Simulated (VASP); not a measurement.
# AlN (Fm-3m) in VASP: further runs

The runs below take AlN through single point, with LDA.

Program: VASP 6.6.1. These are calculated values, not measurements. Logs are shortened: lines on timing, memory, paths and dates and some standing lists are left out, and cuts for length are marked.

### Step 1. The undisturbed crystal

It takes space group Fm-3m (No. 225, cubic). Conventional cell: a = 4.069 Å, b = 4.069 Å, c = 4.069 Å, α = 90.00°, β = 90.00°, γ = 90.00°. Al (site symmetry m-3m) is surrounded by 6 N at 2.03 Å. N (site symmetry m-3m) has 6 Al at 2.03 Å as nearest neighbours.

Measurements of this composition are mostly on another form, of space group No. 186.

### Step 2. Single point, LDA (a relaxed cell with its volume scaled by 0.94)

INCAR

```
  ALGO = Normal
  EDIFF = 1E-7
  ENCUT = 520
  ISIF = 2
  ISMEAR = 0
  LASPH = True
  LCHARG = False
  LREAL = False
  LWAVE = False
  NBANDS = 11
  NELM = 60
  PREC = Accurate
  SIGMA = 0.02
```

KPOINTS

```
k-points
0
Gamma
  14 14 14
```

POSCAR

```
AlN                                     
1.0
    0.0000000000      1.9661232710      1.9661232710
    1.9661232710      0.0000000000      1.9661232710
    1.9661232710      1.9661232710      0.0000000000
  Al              N             
     1     1
Direct
     0.5000000000000000    0.5000000000000000    0.5000000000000000
     0.0000000000000000    0.0000000000000000    0.0000000000000000
```

Potentials or basis: VASP PAW LDA potentials, release 64 (Al, N).

Started as:

```bash
$ cat potpaw_LDA.64/Al/POTCAR potpaw_LDA.64/N/POTCAR > POTCAR
$ mpirun -np 1 vasp_std > vasp.out
```

OUTCAR:

```text
EDIFF = 1E-7
   ENCUT = 520
   ISIF = 2
   ISMEAR = 0
   LASPH = True
   LREAL = False
   NELM = 60
   PREC = Accurate

 ion  position               nearest neighbor table
   1  0.500  0.500  0.500-   2 1.97   2 1.97   2 1.97   2 1.97   2 1.97   2 1.97
   2  0.000  0.000  0.000-   1 1.97   1 1.97   1 1.97   1 1.97   1 1.97   1 1.97

  LATTYP: Found a face centered cubic cell.
 ALAT       =     3.9322465420

  Lattice vectors:

 A1 = (   0.0000000000,   1.9661232710,   1.9661232710)
 A2 = (   1.9661232710,   0.0000000000,   1.9661232710)
 A3 = (   1.9661232710,   1.9661232710,   0.0000000000)

Analysis of symmetry for initial positions (statically):
=====================================================================
 Subroutine PRICEL returns:
 Original cell was already a primitive cell.

 Routine SETGRP: Setting up the symmetry group for a
 face centered cubic supercell.

 Subroutine GETGRP returns: Found 48 space group operations
 (whereof 48 operations were pure point group operations)
 out of a pool of 48 trial point group operations.

The static configuration has the point symmetry O_h .

Analysis of symmetry for dynamics (positions and initial velocities):
=====================================================================
 Subroutine PRICEL returns:
 Original cell was already a primitive cell.

 Routine SETGRP: Setting up the symmetry group for a
 face centered cubic supercell.

 Subroutine GETGRP returns: Found 48 space group operations
 (whereof 48 operations were pure point group operations)
 out of a pool of 48 trial point group operations.

The dynamic configuration has the point symmetry O_h .

 Subroutine INISYM returns: Found 48 space group operations
 (whereof 48 operations are pure point group operations),
 and found     1 'primitive' translations

----------------------------------------------------------------------------------------

                                     Primitive cell

  volume of cell :      15.2007

  direct lattice vectors                    reciprocal lattice vectors
     0.000000000  1.966123271  1.966123271    -0.254307554  0.254307554  0.254307554
     1.966123271  0.000000000  1.966123271     0.254307554 -0.254307554  0.254307554
     1.966123271  1.966123271  0.000000000     0.254307554  0.254307554 -0.254307554

  length of vectors
     2.780518195  2.780518195  2.780518195     0.440473604  0.440473604  0.440473604

  position of ions in fractional coordinates (direct lattice)
     0.500000000  0.500000000  0.500000000
     0.000000000  0.000000000  0.000000000

  ion indices of the primitive-cell ions
   primitive index   ion index
                 1           1
                 2           2

----------------------------------------------------------------------------------------

 KPOINTS: k-points

Automatic generation of k-mesh.
 Grid dimensions read from file:
 generate k-points for:   14   14   14

 Generating k-lattice:

  Cartesian coordinates                     Fractional coordinates (reciprocal lattice)
    -0.018164825  0.018164825  0.018164825     0.071428571  0.000000000  0.000000000
     0.018164825 -0.018164825  0.018164825     0.000000000  0.071428571  0.000000000
     0.018164825  0.018164825 -0.018164825     0.000000000  0.000000000  0.071428571

  Length of vectors
     0.031462400  0.031462400  0.031462400

  Shift w.r.t. Gamma in fractional coordinates (k-lattice)
     0.000000000  0.000000000  0.000000000

 Subroutine IBZKPT returns following result:
 ===========================================

 Found    104 irreducible k-points:

 Following reciprocal coordinates:
            Coordinates               Weight
  0.000000  0.000000  0.000000      1.000000
  0.071429  0.000000  0.000000      8.000000
  0.142857  0.000000  0.000000      8.000000
  0.214286  0.000000  0.000000      8.000000
  0.285714  0.000000  0.000000      8.000000
  0.357143  0.000000  0.000000      8.000000
[... 16 lines left out ...]
  0.214286  0.142857  0.000000     24.000000
  0.285714  0.142857  0.000000     24.000000
 [... further k-points ...]
   k-points           NKPTS =    104   k-points in BZ     NKDIM =    104   number of bands    NBANDS=     11
   number of dos      NEDOS =    301   number of ions     NIONS =      2
   total plane-waves  NPLWV =  13824
   dimension x,y,z NGX =    24 NGY =   24 NGZ =   24
   dimension x,y,z NGXF=    48 NGYF=   48 NGZF=   48
   ions per type =               1   1
   NGX,Y,Z   is equivalent  to a cutoff of  14.35, 14.35, 14.35 a.u.
   NGXF,Y,Z  is equivalent  to a cutoff of  28.70, 28.70, 28.70 a.u.
 SYSTEM =  unknown system
   PREC   = accura    normal or accurate (medium, high low for compatibility)
   ISTART =      0    job   : 0-new  1-cont  2-samecut
   ICHARG =      2    charge: 1-file 2-atom 10-const
   ISPIN  =      1    spin polarized calculation?
   LNONCOLLINEAR =      F non collinear calculations
   LSORBIT =      F    spin-orbit coupling
   LASPH  =      T    aspherical Exc in radial PAW
   ENCUT  =  520.0 eV  38.22 Ry    6.18 a.u.   5.17  5.17  5.17*2*pi/ulx,y,z
   NELM   =     60;   NELMIN=  2; NELMDL= -5     # of ELM steps
   EDIFF  = 0.1E-06   stopping-criterion for ELM
   LREAL  =      F    real-space projection
   EDIFFG = 0.1E-05   stopping-criterion for IOM
   NSW    =      0    number of steps for IOM
   IBRION =     -1    ionic relax: 0-MD 1-quasi-New 2-CG
   NFREE  =      0    steps in history (QN), initial steepest desc. (CG)
   ISIF   =      2    stress and relaxation
   ISYM   =      2    0-nonsym 1-usesym 2-fastsym
   POTIM  = 0.5000    time-step for ionic-motion
   TEBEG  =    0.0;   TEEND  =   0.0 temperature during run
   PSTRESS=    0.0 pullay stress
   NELECT =       8.0000    total number of electrons
   NUPDOWN=      -1.0000    fix difference up-down
   EMIN   =  10.00;   EMAX   =-10.00  energy-range for DOS
   EFERMI =   0.00;   METHOD = LEGACY
   ISMEAR =     0;   SIGMA  =   0.02  broadening in eV -4-tet -1-fermi 0-gaus
   EFERMI_NEDOS =   21; number of points for ismear=-14 and -15
   IALGO  =     38    algorithm
   IMIX   =      4    mixing-type and parameters
     AMIX     =   0.40;   BMIX     =  1.00
     AMIX_MAG =   1.60;   BMIX_MAG =  1.00
  volume/ion in A,a.u.               =       7.60        51.29
  Fermi-wavevector in a.u.,A,eV,Ry     =   1.321754  2.497754 23.769849  1.747035
  Thomas-Fermi vector in A             =   2.451485
   LORBIT       =      0    0 simple, 1 ext, 2 COOP (PROOUT), +10 PAW based schemes
   GGA     = CA    functional components
   LHFCALC =     F    Hartree Fock is set to
   AEXX    =    0.0000 exact exchange contribution
   IVDW    =     0    specifies the selected vdW correction
   LEPSILON=     F    determine dielectric tensor
   LRPA    =     F    only Hartree local field effects (RPA)
 non-spin polarized calculation
 Gauss-broadening in eV      SIGMA  =   0.02
  energy-cutoff  :      520.00
  volume of cell :       15.20
 maximum number of plane-waves:       424
 NGX is ok and might be reduce to    24
   NGX = 11   NGY = 11   NGZ = 11

 number of electron       8.0000000 magnetization

 Free energy of the ion-electron system (eV)
  ---------------------------------------------------
  ext. energy  EPLUGINS =         0.00000000
  ---------------------------------------------------
  free energy    TOTEN  =       -16.17432561 eV

  energy without entropy =      -16.17432561  energy(sigma->0) =      -16.17432561

 E-fermi :  10.9256     XC(G=0): -12.9702

 val. band max:       10.8368871673   @ k =   0.0000   0.0000   0.0000
 cond. band min:      15.8674079499   @ k =   0.5000   0.5000   0.0000
 fundamental gap:      5.0305207826
 Fermi energy:        10.9255778227

 k-point     1 :       0.0000    0.0000    0.0000
  band No.  band energies     occupation
      1      -7.3577      2.00000
      2      10.8369      2.00000
      3      10.8369      2.00000
      4      10.8369      2.00000
      5      17.8696      0.00000
      6      23.1138      0.00000
      7      23.1138      0.00000
      8      23.1138      0.00000
      9      28.5722      0.00000
     10      29.0828      0.00000
     11      29.0828      0.00000

 k-point     2 :       0.0714    0.0000    0.0000
  band No.  band energies     occupation
      1      -7.2431      2.00000
      2      10.2911      2.00000
      3      10.7619      2.00000
      4      10.7619      2.00000
      5      18.1831      0.00000
      6      22.5688      0.00000
      7      23.3000      0.00000
      8      23.3000      0.00000
      9      28.1414      0.00000
     10      28.1414      0.00000
     11      29.5348      0.00000

 k-point     3 :       0.1429    0.0000    0.0000
  band No.  band energies     occupation
      1      -6.9036      2.00000
      2       8.9406      2.00000
      3      10.5613      2.00000
      4      10.5613      2.00000
      5      18.6903      0.00000
      6      21.9225      0.00000
      7      23.7017      0.00000
      8      23.7017      0.00000
      9      27.1348      0.00000
     10      27.1348      0.00000
     11      29.8886      0.00000

 k-point     4 :       0.2143    0.0000    0.0000
  band No.  band energies     occupation
      1      -6.3542      2.00000
      2       7.2225      2.00000
      3      10.2929      2.00000
      4      10.2929      2.00000
      5      18.6529      0.00000
      6      22.2051      0.00000
      7      23.7709      0.00000
      8      23.7709      0.00000
      9      27.0950      0.00000
     10      27.0950      0.00000
     11      29.3099      0.00000

 k-point     5 :       0.2857    0.0000    0.0000
  band No.  band energies     occupation
      1      -5.6271      2.00000
      2       5.4255      2.00000
      3      10.0195      2.00000
      4      10.0195      2.00000
      5      18.2272      0.00000
      6      23.1632      0.00000
      7      23.3147      0.00000
      8      23.3147      0.00000
      9      28.1797      0.00000
     10      28.1797      0.00000
     11      28.6559      0.00000
[... 211 lines left out ...]
 k-point    21 :      -0.0714    0.0714    0.0000
  band No.  band energies     occupation
      1      -7.0537      2.00000
      2       9.6437      2.00000
      3      10.3769      2.00000
      4      10.7516      2.00000
      5      18.6092      0.00000
      6      21.8893      0.00000
      7      23.5016      0.00000
      8      23.7551      0.00000
      9      26.7263      0.00000
     10      28.0869      0.00000
     11      30.4650      0.00000

 k-point    22 :       0.1429    0.1429    0.0000
  band No.  band energies     occupation
      1      -6.7544      2.00000
      2       9.1668      2.00000
      3      10.0687      2.00000
      4      10.0687      2.00000
      5      19.2753      0.00000
      6      20.4476      0.00000
      7      24.4903      0.00000
      8      24.4999      0.00000
      9      24.4999      0.00000
     10      29.7753      0.00000
     11      31.9772      0.00000

 k-point    23 :       0.2143    0.1429    0.0000
  band No.  band energies     occupation
      1      -6.3522      2.00000
      2       8.0777      2.00000
      3       9.7428      2.00000
      4       9.7948      2.00000
      5      19.5577      0.00000
      6      20.0421      0.00000
      7      23.3023      0.00000
      8      24.9903      0.00000
      9      25.3806      0.00000
     10      29.6807      0.00000
     11      31.9595      0.00000

 k-point    24 :       0.2857    0.1429    0.0000
  band No.  band energies     occupation
      1      -5.7545      2.00000
      2       6.5854      2.00000
      3       9.4206      2.00000
      4       9.4544      2.00000
      5      19.1192      0.00000
      6      20.8547      0.00000
      7      22.3636      0.00000
      8      24.9632      0.00000
      9      26.4779      0.00000
     10      30.0737      0.00000
     11      31.5964      0.00000

 [... further k-points ...]

------------------------ aborting loop because EDIFF is reached ----------------------------------------

  FORCE on cell =-STRESS in cart. coord.  units (eV):
  Direction    XX          YY          ZZ          XY          YZ          ZX
  --------------------------------------------------------------------------------------
  -------------------------------------------------------------------------------------
  Total        1.8391758      1.8391758      1.8391758     -0.0000000     -0.0000000      0.0000000
  in kB      193.8525853    193.8525853    193.8525853     -0.0000000     -0.0000000      0.0000000
  external PRESSURE =     193.8525853 kB  Pullay stress =       0.0000000 kB

 VOLUME and BASIS-vectors are now :
 -----------------------------------------------------------------------------
  energy-cutoff  :      520.00
  volume of cell :       15.20
      direct lattice vectors                 reciprocal lattice vectors
     0.000000000  1.966123271  1.966123271    -0.254307554  0.254307554  0.254307554
     1.966123271  0.000000000  1.966123271     0.254307554 -0.254307554  0.254307554
     1.966123271  1.966123271  0.000000000     0.254307554  0.254307554 -0.254307554

 POSITION                                       TOTAL-FORCE (eV/Angst)
 -----------------------------------------------------------------------------------
      1.96612      1.96612      1.96612         0.000000     -0.000000     -0.000000
      0.00000      0.00000      0.00000        -0.000000      0.000000      0.000000
 -----------------------------------------------------------------------------------
    total drift:                                0.000000     -0.000000     -0.000000

  FREE ENERGIE OF THE ION-ELECTRON SYSTEM (eV)
  ---------------------------------------------------
  free  energy   TOTEN  =       -16.1743256135 eV

  energy  without entropy=      -16.1743256135  energy(sigma->0) =      -16.17432561
```

Run time: 7.7 s. Hardware: 1 thread of AMD EPYC 9R45 (Zen 5), shared host; peak memory 0.1 GiB.

What came out:

| Item | Value |
| --- | --- |
| Free energy | -16.1743 eV |
| Pressure | 19.4 GPa |
| Band gap on the k mesh | 5.03 eV, indirect (least direct gap 7.03 eV) |

Caveat: so large a pressure means that the cell lies far from this level's equilibrium, or that cutoff or potentials fall short. A k mesh can miss the band edges.

### Step 3. Single point, LDA (a relaxed cell with its volume scaled by 1.06)

INCAR is that of step 2.

KPOINTS is that of step 2.

POSCAR

```
AlN                                     
1.0
    0.0000000000      2.0464607243      2.0464607243
    2.0464607243      0.0000000000      2.0464607243
    2.0464607243      2.0464607243      0.0000000000
  Al              N             
     1     1
Direct
     0.5000000000000000    0.5000000000000000    0.5000000000000000
     0.0000000000000000    0.0000000000000000    0.0000000000000000
```

Potentials or basis: VASP PAW LDA potentials, release 64 (Al, N).

Started as:

```bash
$ cat potpaw_LDA.64/Al/POTCAR potpaw_LDA.64/N/POTCAR > POTCAR
$ mpirun -np 1 vasp_std > vasp.out
```

Wall time 7.6 s (1 thread of AMD EPYC 9R45 (Zen 5), shared host); peak memory 0.1 GiB.

The run converged. Its results:

| Item | Value |
| --- | --- |
| Free energy | -16.1856 eV |
| Pressure | -14.4 GPa |
| Band gap on the k mesh | 4.12 eV, indirect (least direct gap 5.25 eV) |

Levels at points of the mesh, in eV from the valence-band top:
```csv
k point,band 1,band 2,band 3,band 4,band 5,band 6,band 7,band 8,band 9
"(0.00, 0.00, 0.00)",-17.08,0.00,0.00,0.00,5.25,11.91,11.91,11.91,17.03
"(0.50, 0.00, 0.00)",-13.88,-8.12,-1.01,-1.01,5.90,10.51,10.51,12.57,15.50
"(0.50, 0.50, 0.00)",-12.92,-7.17,-2.72,-2.72,4.12,5.26,13.45,16.42,16.42
```

A k mesh can miss the band edges.
